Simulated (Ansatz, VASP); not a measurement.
**W in VASP and in Ansatz**

```
CELL_PARAMETERS angstrom
0.00000 2.89581 2.89581
2.89581 0.00000 2.89581
2.89581 2.89581 0.00000
ATOMIC_POSITIONS crystal
W 0.12500 0.12500 0.12500
W 0.87500 0.87500 0.87500
```

Alike in both runs: task single point; functional r2SCAN; k mesh 11 × 11 × 11; occupations fermi-dirac, width 0.1 eV; no spin polarisation.

|  | VASP | Ansatz |
| --- | --- | --- |
| version | VASP 6.6.1 | Ansatz 0.2.0 |
| potentials or method | VASP PAW PBE potentials, release 64 (W_sv) | plane waves (500 eV) with PAW, scalar-relativistic |
| plane-wave cutoff (eV) | 520 | 500 |
| valence electrons in the cell | 28 | 28 |

Ansatz gave:

| Quantity | Value |
| --- | --- |
| pressure (GPa) | 0.0 |

Question: What did VASP give for the same quantities?

Answer: Pressure (GPa): 0.8.

Caveats: the PAW data sets were made with another functional, which shifts forces and pressure a little (VASP). Spin-orbit coupling is left out, which matters for the levels of W.
